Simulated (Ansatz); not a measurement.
GeTe (R3m, No. 160, 2 atoms in the cell) was calculated with r²SCAN (PAW; Ansatz, an electronic-structure program).

Run with plane-wave cutoff 560 eV, 10×10×10 k mesh, Fermi–Dirac smearing 0.01 eV, scalar-relativistic PAW data made under PBE.

Cell (relaxed at this level):

Space group R3m, hexagonal axes (No. 160); a = 4.188 Å, b = 4.188 Å, c = 11.051 Å, α = 90.00°, β = 90.00°, γ = 120.00°

| atom | site | symmetry | x | y | z |
|---|---|---|---|---|---|
| Ge | 3a | 3m | 0.0000 | 0.0000 | 0.0076 |
| Te | 3a | 3m | 0.0000 | 0.0000 | 0.4714 |
(The calculation used a cell of 2 atoms; values per cell refer to that cell.)

**Question.** Predict the band gap, smallest direct gap on the k points sampled and Γ–Γ gap.

**Answer.** 
band gap: 0.65 eV
smallest direct gap on the k points sampled: 0.86 eV
Γ–Γ gap: 4.46 eV

Spin–orbit coupling is not included; with these elements it can move the gap by several tenths of an eV or more.

The computed numbers hold no vibrational or temperature effects.

Cost on a shared machine: roughly 50 core-seconds.
